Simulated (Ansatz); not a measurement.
# BaTiO3: the cost of one run

The runs shown are made with Ansatz 0.2.0. PAW datasets, plane waves. Computed at 0 K without zero-point motion; spin polarisation is off.

The COD entry's cell or inner coordinates are ideal or old and differ from later refinements, so a difference from it is no clean test against experiment.

## (1) The cell

The cell was relaxed beforehand with r2SCAN.

Space group P4mm (No. 99), tetragonal; a = 3.972 Å, c = 4.112 Å in the conventional setting, 12.98 Å³ an atom. Near Ba stand 12 O at 2.79–2.92 Å; near Ti stand 5 O at 1.82–1.99 Å; near O stand 1 Ti at 1.82 Å; near O stand 2 Ti at 1.99 Å and 4 Ba at 2.79–2.92 Å.

The structure in full:

```
CELL_PARAMETERS angstrom
3.97237 0.00000 0.00000
0.00000 3.97237 0.00000
0.00000 0.00000 4.11223
ATOMIC_POSITIONS crystal
Ba 0.00000 0.00000 0.99564
Ti 0.50000 0.50000 0.47753
O 0.50000 0.50000 0.03455
O 0.50000 0.00000 0.51764
O 0.00000 0.50000 0.51764
```

## (2) PBE bands along the symmetry lines

input.yaml reads:

```yaml
crystal:
  lattice:
    - [3.9723652307, 0.0, 0.0]
    - [0.0, 3.9723652307, 0.0]
    - [0.0, 0.0, 4.1122285344]
  atoms:
    - { symbol: Ba, position: [0.0, 0.0, -0.0043576122] }
    - { symbol: Ti, position: [0.5, 0.5, 0.4775258109] }
    - { symbol: O, position: [0.5, 0.5, 0.0345450333] }
    - { symbol: O, position: [0.5, 0.0, 0.517643384] }
    - { symbol: O, position: [0.0, 0.5, 0.517643384] }
kpoints:
  mp_grid: { grid: [6, 6, 6] }
  band_path:
    path:
      - [[0.0, 0.0, 0.0], [0.0, 0.5, 0.0], [0.5, 0.5, -4.776854981831e-33], [0.0, 0.0, 0.0], [1.318329212618e-49, 0.0, 0.5], [1.318329212618e-49, 0.5, 0.5], [0.5, 0.5, 0.5], [1.318329212618e-49, 0.0, 0.5]]
      - [[0.0, 0.5, 0.0], [1.318329212618e-49, 0.5, 0.5]]
      - [[0.5, 0.5, -4.776854981831e-33], [0.5, 0.5, 0.5]]
    npoints: 10
hamiltonian:
  xc: pbe
scf:
  occupations: { method: fermi_dirac, width: 0.02 }
  n_extra_bands: 5
output:
  forces: true
  stress: true
  eigenvalues: true
  write_density: true
  write_potential: true
  elf: true
  volumetric_format: npy
```

Launch:

```console
$ ansatz run input.yaml --threads 4 --pin off --max-ram 7372MiB --backend cpu --events-out ev --progress --plain --runs-dir out
```

Q: Estimate wall time and peak memory on 4 threads of Arm Neoverse N1, shared host.

About 7.7 s, with a peak of 0.43 GiB.
